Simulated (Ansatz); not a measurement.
**BP at 25 GPa: from Born charge to LO–TO splitting and polaron coupling**

All numbers below come from DFT PBEsol, scalar-relativistic, plane waves, PAW in Ansatz. Plane waves to 420 eV; Γ-centred k mesh 12×12×12; fixed occupations. No spin polarisation. Phonons by linear response, acoustic sum rule imposed.

The cell, relaxed at 25 GPa:
```xyz
2
Lattice="0.0000 2.1727 2.1727 2.1727 0.0000 2.1727 2.1727 2.1727 0.0000" Properties=species:S:1:pos:R:3 pbc="T T T"
B     0.0000    0.0000    0.0000
P     3.2591    3.2591    3.2591
```

Other phases may be more stable at this pressure. The bands were filled as in an insulator; under compression the gap may have closed between mesh points.

Linear response gives ν_TO = 912.0 cm⁻¹, Born charges ±0.956 e (positive on P) and ε∞ = 9.291. The primitive cell holds 20.514 Å³, and the masses are 10.810 and 30.974 amu.

Task: Find ν_LO and the static dielectric constant.

Result: The long-wave field adds a restoring force: ω_LO² − ω_TO² = Z*²e²/(ε_vac ε∞ μV). In these units ν_LO² − ν_TO² = 4.92064×10⁷ Z*²/(μ V ε∞) cm⁻², with μ = m₁m₂/(m₁ + m₂) = 8.013 amu: 29463 cm⁻². So ν_LO = √(912.0² + 29463) = 928.1 cm⁻¹, and the run gives 928.1. Lyddane–Sachs–Teller then gives ε0 = ε∞ (ν_LO/ν_TO)² = 9.62, against 9.62 in the run (it forms both from the same three quantities, so the match checks the arithmetic only). Between ν_TO and ν_LO the dielectric function is negative and an undamped crystal reflects fully: a reststrahlen band from 10.8 to 11.0 μm.

Task: What do the Clausius–Mossotti polarisability and the Szigeti charge come to?

Result: With the Lorentz local field, α = (3V/4π)(ε∞ − 1)/(ε∞ + 2) = 3.60 Å³ for the pair, and e_S = 3Z*/(ε∞ + 2) = 0.25 e. The Born charge includes the electrons' response to the dipole's own local field, and e_S takes that enhancement out. The Lorentz field assumes point-like polarisable ions, a poor picture once ε∞ is this large, since the electron clouds then overlap or are shared, so both numbers are formal here.

Task: How strongly does a slow electron couple to the LO mode?

Result: For one isotropic parabolic band, Fröhlich's constant is α_F = (1/ε∞ − 1/ε0) √(m* Ry/ħω_LO), with Ry = 13.606 eV, ħω_LO = 115.1 meV and m* in free-electron masses: α_F = 0.0037 × 10.87 × √m* = 0.04 √m*. The band mass isn't part of this run; for m* = 0.1, 0.3 and 1 it gives 0.01, 0.02, 0.04. In weak coupling the polaron lies α_F ħω_LO below the band edge (3 meV at m* = 0.3) with a mass m*(1 + α_F/6); past α_F of about 5 or 6 that expansion fails. A semilocal functional's ε∞ tends to be too large, which taken alone lowers α_F.

Compressed BP comes out as a stiff covalent crystal with only weak polarity in its lattice response. The positive Born charge on P runs against the usual electronegativity order but is the known behaviour of BP. Boron has no p shell in its core, so its compact 2p orbitals draw the bond charge towards B, and the charge that flows as the bonds stretch adds to this. The Born charge is therefore no measure of static ionicity.

A dynamical charge of nearly one electron still raises the dielectric constant only from 9.291 to 9.62. The reduced mass cancels from this lattice contribution, which is small because strong, directional bonds resist the polar displacement. Electronic screening further narrows the LO–TO splitting, and the high phonon energy helps keep the Fröhlich constant small. If the crystal remains insulating, long-range polar coupling alone should hardly dress a slow electron. High mobility doesn't follow, since deformation-potential scattering by acoustic and optical phonons is a separate matter.
